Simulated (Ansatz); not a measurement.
# Sn (Im-3m) in Ansatz: notebook

One crystal, Sn, is run at these levels: LDA; tasks: single point, equation of state.

Program: Ansatz 0.2.0. These are calculated values, not measurements. Logs are shortened: lines on timing, memory, paths and dates and some standing lists are left out, and cuts for length are marked.

## (1) The crystal as given

It takes space group Im-3m (No. 229, cubic). Conventional cell: a = 3.789 Å, b = 3.789 Å, c = 3.789 Å, α = 90.00°, β = 90.00°, γ = 90.00°. Around Sn (site symmetry m-3m) lie 8 Sn at 3.28 Å.

This isn't the form of Sn at room conditions, which is tetragonal (white tin).

## (2) Single point, LDA, 25.57 Å³/atom (volume scaled by 0.94)

input.yaml reads:

```yaml
crystal:
  lattice:
    - [-1.8559746029, 1.8559746029, 1.8559746029]
    - [1.8559746029, -1.8559746029, 1.8559746029]
    - [1.8559746029, 1.8559746029, -1.8559746029]
  atoms:
    - { symbol: Sn, position: [0.0, 0.0, 0.0] }
hamiltonian:
  xc: lda
  pseudopotentials: { kind: paw }
kpoints:
  mp_grid: { grid: [10, 10, 10] }
scf:
  occupations: { method: fermi_dirac, width: 0.05 }
output:
  forces: true
  stress: true
  eigenvalues: true
```

Potentials or basis: Ansatz PAW.

The run is started by

```console
$ ansatz run input.yaml --threads 2 --pin off --max-ram 5632MiB --backend cpu --events-out ev --progress --plain --runs-dir out
```

The log of the run:

```text
Warning: RAYON_NUM_THREADS=2 ignored (pool sized by the plan → 2); use --threads N
Engine: ansatz 0.2.0, aarch64-unknown-linux-gnu
Pseudopotentials: kind: paw
Pseudopotential: Sn, paw, valence charge 14, recommended cutoff 420 eV (normal), Sn.paw.azcp
Functional definition: SPW92
  exchange = slater_x
  correlation = pw_c
Crystal: 1 atoms, lattice volume = 25.573 Å³
Basis set: ecut = 420 eV, 531 PW (Γ)
Bands: 11, of which v1, the nominal top of the filled ones, is band 7 counted from 1 (6 counted from 0)
Symmetry: 48 space group operations
Space group: Im-3m (ITA 229), of the structure as read, at distance tolerance 2.9e-5 Å
k-points: 47 of 1000
Non-local potential: Sn, projectors of the file, l = 0: 2, l = 1: 2, l = 2: 2, l = 3: 2
PAW form: soft (Blöchl's): semilocal exchange-correlation on the pseudo side does not see the compensation charge
PAW frozen core: Sn, regenerated for the run's functional, and the local potential with it (the file was generated under x = pbe(κ = 0.804, μ = 0.2195149727645171), c = pbe(β = 0.06672455060314922))
PAW one-centre angular grid: Sn, 590 points (default); XC on 64 Gauss nodes
Initial density: superposition of atomic densities (neutral atoms: chi_scale 0, normalization atom), corrected by the library's trained network
Initial wavefunctions: pseudopotential atomic-orbital guess
Functional: x = slater, c = lda
SCF iter   1: F=—  HF=-5879.480526 eV  |F-HF|=—  |Δ(HF+E_count)|=         —  Δρ=6.59e-3  dr2=5.03e-3  ethr=1.77e-3  ⟨swp⟩=5.8  Hψ=3105  notcnv=0
preconditioner: auto → Kerker (q_TF=auto, 2.468 Å⁻¹)  [metal: Δε(μ)=0.042 eV  Ē_g=23.419 eV  σ=0.050 eV  W_gap=0.21  n_scr=12 (ndim 8)  ℏωp=27.5 eV  f_vac=0.000  D(μ)=0.82/eV (n_scr^D=12)]
SCF iter   2: F=—  HF=-5879.477888 eV  |F-HF|=—  |Δ(HF+E_count)|=   2.64e-3  Δρ=3.39e-3  dr2=1.39e-3  ethr=3.60e-5  ⟨swp⟩=2.0  Hψ=1062  notcnv=0  defer=1
SCF iter   3: F=—  HF=-5879.477402 eV  |F-HF|=—  |Δ(HF+E_count)|=   4.86e-4  Δρ=4.86e-4  dr2=8.14e-5  ethr=9.96e-6  ⟨swp⟩=2.0  Hψ=736  notcnv=0  defer=1
SCF iter   4: F=—  HF=-5879.477389 eV  |F-HF|=—  |Δ(HF+E_count)|=   1.35e-5  Δρ=3.32e-4  dr2=1.43e-5  ethr=5.81e-7  ⟨swp⟩=2.0  Hψ=837  notcnv=0  defer=1
SCF iter   5: F=—  HF=-5879.477373 eV  |F-HF|=—  |Δ(HF+E_count)|=   1.60e-5  Δρ=5.07e-5  dr2=9.22e-7  ethr=1.02e-7  ⟨swp⟩=2.0  Hψ=837  notcnv=0  defer=1
SCF iter   6: F=—  HF=-5879.477372 eV  |F-HF|=—  |Δ(HF+E_count)|=   9.84e-8  Δρ=3.93e-5  dr2=4.10e-7  ethr=6.58e-9  ⟨swp⟩=1.0  Hψ=506  notcnv=0  defer=1
SCF iter   7: F=-5879.477372 eV  HF=-5879.477372 eV  |F-HF|=9.26e-9  |Δ(HF+E_count)|=   2.45e-7  Δρ=5.58e-6  dr2=7.15e-9  ethr=7.14e-10  ⟨swp⟩=3.6  Hψ=2101  notcnv=0
SCF 1 converged in 7 iterations: F = -5879.477372 eV  dr2 = 7.15e-9
SCF converged after 7 iterations
Free energy (F): -5879.477372 eV
Harris-Foulkes:  -5879.477372 eV  (|F-HF|=9.26e-9)
Internal energy: -5879.470804 eV  (E = F + TS)
E sigma→0 (E₀):  -5879.474088 eV
Entropy (-TS):   -0.006568 eV (-6.568 meV/atom)
Fermi energy:    11.408223 eV
--- Per-component energies (eV) ---
  E_band       = -72.637627
  E_kinetic    = 187.998406
  E_local      = -785.676671  (includes V_loc(G=0)·N_el)
  E_nonlocal   = -28.266726
  E_hartree    = 502.818290
  E_xc         = -379.762444
  E_vxc        = -99.441825  (∫ρ·V_xc dr)
  E_paw        = -3993.485523  (= ΣΔE_a)
  E_vpaw       = -352.883560  (= ΣTr[D̂ρ^β])
  E_aug_tail   = -0.000000  (compensation charges beyond the density's cutoff)
  E_ewald      = -1383.521035
  E_core_change = 0.424898  (= ΣΔE_core)
  E_smearing   = -0.006568  (= −TS)
  E_closure    = -0.000000  (closes the sum)
  Σ components = -5879.477372   (vs F -5879.477372, Δ=0.00e0)
--- Forces (eV/Å), atoms counted from 1 ---
  atom   1  Sn    -0.00000000     0.00000000     0.00000000
  max |Σ_I F_I| component: 3.42e-30 eV/Å
--- Stress (GPa, compression-positive) ---
       -0.554579       0.000000       0.000000
        0.000000      -0.554579      -0.000000
        0.000000       0.000000      -0.554579
  P = ⅓ Tr σ = -0.5546 GPa (-5.546 kbar)
--- Band table (eV; the first three rows and the last of 47) ---
  k-point 0: bands = ["-10.0540", "-10.0540", "-10.0540", "-9.8850", "-9.8850", "-0.1334", "19.8345", "19.8345", "19.8345", "23.7789", "23.7789"]
  k-point 1: bands = ["-10.0595", "-10.0465", "-10.0288", "-9.8910", "-9.8856", "0.0957", "18.0130", "18.9902", "19.5119", "22.2820", "22.6291"]
  k-point 2: bands = ["-10.0737", "-10.0311", "-9.9622", "-9.9034", "-9.8873", "0.7850", "14.7070", "17.5328", "18.7020", "21.1545", "21.4794"]
  k-point 46: bands = ["-10.0830", "-10.0830", "-9.8082", "-9.8082", "-9.8082", "9.1352", "10.8807", "10.8807", "10.8807", "15.3975", "15.3975"]
```

Run time: 0.54 s. Hardware: 2 threads of Arm Neoverse V2, shared host; peak memory 0.26 GiB.

What came out:

```
Free energy            : -5879.4774 eV
Pressure               : -0.6 GPa
Band gap on the k mesh : none (metal or under the smearing width)
```

Caveat: the PAW data sets come from PBE, with cores solved anew for the run's functional, which leaves a small shift of forces and pressure.

## (3) Single point, LDA, 26.12 Å³/atom (volume scaled by 0.96)

input.yaml: that of step 2 with these lines changed.

```diff
@@ -2,5 +2,5 @@
   lattice:
-    - [-1.8559746029, 1.8559746029, 1.8559746029]
-    - [1.8559746029, -1.8559746029, 1.8559746029]
-    - [1.8559746029, 1.8559746029, -1.8559746029]
+    - [-1.8690452773, 1.8690452773, 1.8690452773]
+    - [1.8690452773, -1.8690452773, 1.8690452773]
+    - [1.8690452773, 1.8690452773, -1.8690452773]
   atoms:
```

Potentials or basis: Ansatz PAW.

The run is started by

```console
$ ansatz run input.yaml --threads 2 --pin off --max-ram 5632MiB --backend cpu --events-out ev --progress --plain --runs-dir out
```

Run time: 0.57 s. Hardware: 2 threads of Arm Neoverse V2, shared host; peak memory 0.26 GiB.

The run converged. Its results:

```yaml
Free_energy: -5879.4736 eV
Pressure: -1.6 GPa
Band_gap_on_the_k_mesh: none (metal or under the smearing width)
```

Caveat: the PAW data sets come from PBE, with cores solved anew for the run's functional, which leaves a small shift of forces and pressure.

## (4) Single point, LDA, 26.66 Å³/atom (volume scaled by 0.98)

input.yaml: that of step 3 with these lines changed.

```diff
@@ -2,5 +2,5 @@
   lattice:
-    - [-1.8690452773, 1.8690452773, 1.8690452773]
-    - [1.8690452773, -1.8690452773, 1.8690452773]
-    - [1.8690452773, 1.8690452773, -1.8690452773]
+    - [-1.881935652, 1.881935652, 1.881935652]
+    - [1.881935652, -1.881935652, 1.881935652]
+    - [1.881935652, 1.881935652, -1.881935652]
   atoms:
```

The run is started by

```console
$ ansatz run input.yaml --threads 2 --pin off --max-ram 5632MiB --backend cpu --events-out ev --progress --plain --runs-dir out
```

Run time: 0.53 s. Hardware: 2 threads of Arm Neoverse V2, shared host; peak memory 0.26 GiB.

Results (log left out):

```
Free energy            : -5879.4665 eV
Pressure               : -2.6 GPa
Band gap on the k mesh : none (metal or under the smearing width)
```

Caveat: the PAW data sets come from PBE, with cores solved anew for the run's functional, which leaves a small shift of forces and pressure.

## (5) Single point, LDA, 27.20 Å³/atom

input.yaml: that of step 4 with these lines changed.

```diff
@@ -2,5 +2,5 @@
   lattice:
-    - [-1.881935652, 1.881935652, 1.881935652]
-    - [1.881935652, -1.881935652, 1.881935652]
-    - [1.881935652, 1.881935652, -1.881935652]
+    - [-1.8946518192, 1.8946518192, 1.8946518192]
+    - [1.8946518192, -1.8946518192, 1.8946518192]
+    - [1.8946518192, 1.8946518192, -1.8946518192]
   atoms:
```

The run is started by

```console
$ ansatz run input.yaml --threads 2 --pin off --max-ram 5632MiB --backend cpu --events-out ev --progress --plain --runs-dir out
```

It took 0.55 s on 2 threads of Arm Neoverse V2, shared host; peak memory 0.26 GiB.

Results (log left out):

- Free energy: -5879.4563 eV
- Pressure: -3.4 GPa
- Band gap on the k mesh: none (metal or under the smearing width)

Caveat: the PAW data sets come from PBE, with cores solved anew for the run's functional, which leaves a small shift of forces and pressure.

## (6) Single point, LDA, 27.75 Å³/atom (volume scaled by 1.02)

input.yaml reads:

```yaml
crystal:
  lattice:
    - [-1.9071995479, 1.9071995479, 1.9071995479]
    - [1.9071995479, -1.9071995479, 1.9071995479]
    - [1.9071995479, 1.9071995479, -1.9071995479]
  atoms:
    - { symbol: Sn, position: [0.0, 0.0, 0.0] }
hamiltonian:
  xc: lda
  pseudopotentials: { kind: paw }
kpoints:
  mp_grid: { grid: [10, 10, 10] }
scf:
  occupations: { method: fermi_dirac, width: 0.05 }
output:
  forces: true
  stress: true
  eigenvalues: true
  write_density: true
  write_potential: true
  elf: true
  volumetric_format: npy
```

Potentials or basis: Ansatz PAW.

The run is started by

```console
$ ansatz run input.yaml --threads 2 --pin off --max-ram 5632MiB --backend cpu --events-out ev --progress --plain --runs-dir out
```

It took 0.7 s on 2 threads of Arm Neoverse V2, shared host; peak memory 0.27 GiB.

The run converged. Its results:

```yaml
Free_energy: -5879.4435 eV
Pressure: -4.1 GPa
Band_gap_on_the_k_mesh: none (metal or under the smearing width)
```

Caveat: the PAW data sets come from PBE, with cores solved anew for the run's functional, which leaves a small shift of forces and pressure.

## (7) Single point, LDA, 28.29 Å³/atom (volume scaled by 1.04)

input.yaml reads:

```yaml
crystal:
  lattice:
    - [-1.9195843076, 1.9195843076, 1.9195843076]
    - [1.9195843076, -1.9195843076, 1.9195843076]
    - [1.9195843076, 1.9195843076, -1.9195843076]
  atoms:
    - { symbol: Sn, position: [0.0, 0.0, 0.0] }
hamiltonian:
  xc: lda
  pseudopotentials: { kind: paw }
kpoints:
  mp_grid: { grid: [10, 10, 10] }
scf:
  occupations: { method: fermi_dirac, width: 0.05 }
output:
  forces: true
  stress: true
  eigenvalues: true
```

The run is started by

```console
$ ansatz run input.yaml --threads 2 --pin off --max-ram 5632MiB --backend cpu --events-out ev --progress --plain --runs-dir out
```

It took 0.59 s on 2 threads of Arm Neoverse V2, shared host; peak memory 0.26 GiB.

Results (log left out):

| Property | Result |
| --- | --- |
| Free energy | -5879.4283 eV |
| Pressure | -4.8 GPa |
| Band gap on the k mesh | none (metal or under the smearing width) |

Caveat: the PAW data sets come from PBE, with cores solved anew for the run's functional, which leaves a small shift of forces and pressure.

## (8) Single point, LDA, 28.84 Å³/atom (volume scaled by 1.06)

input.yaml: that of step 7 with these lines changed.

```diff
@@ -2,5 +2,5 @@
   lattice:
-    - [-1.9195843076, 1.9195843076, 1.9195843076]
-    - [1.9195843076, -1.9195843076, 1.9195843076]
-    - [1.9195843076, 1.9195843076, -1.9195843076]
+    - [-1.9318112889, 1.9318112889, 1.9318112889]
+    - [1.9318112889, -1.9318112889, 1.9318112889]
+    - [1.9318112889, 1.9318112889, -1.9318112889]
   atoms:
```

The run is started by

```console
$ ansatz run input.yaml --threads 2 --pin off --max-ram 5632MiB --backend cpu --events-out ev --progress --plain --runs-dir out
```

It took 0.63 s on 2 threads of Arm Neoverse V2, shared host; peak memory 0.26 GiB.

It converged, with:

```yaml
Free_energy: -5879.4111 eV
Pressure: -5.4 GPa
Band_gap_on_the_k_mesh: none (metal or under the smearing width)
```

Caveat: the PAW data sets come from PBE, with cores solved anew for the run's functional, which leaves a small shift of forces and pressure.

## (9) Equation of state, LDA

Potentials or basis: Ansatz PAW.

No new run: the results of the series are fitted here.

Results:

| Property | Result |
| --- | --- |
| Equilibrium volume | 25.31 Å³/atom (rough: see the caveat) |
| Bulk modulus | 56 GPa (rough) |

Energy against volume, from the lowest point:
| volume (Å³/atom) | energy (meV/atom) |
| --- | --- |
| 25.573 | 0.00 |
| 26.117 | 3.75 |
| 26.661 | 10.90 |
| 27.205 | 21.07 |
| 27.749 | 33.87 |
| 28.293 | 49.03 |
| 28.837 | 66.29 |

Caveat: the minimum lies outside the volumes run.
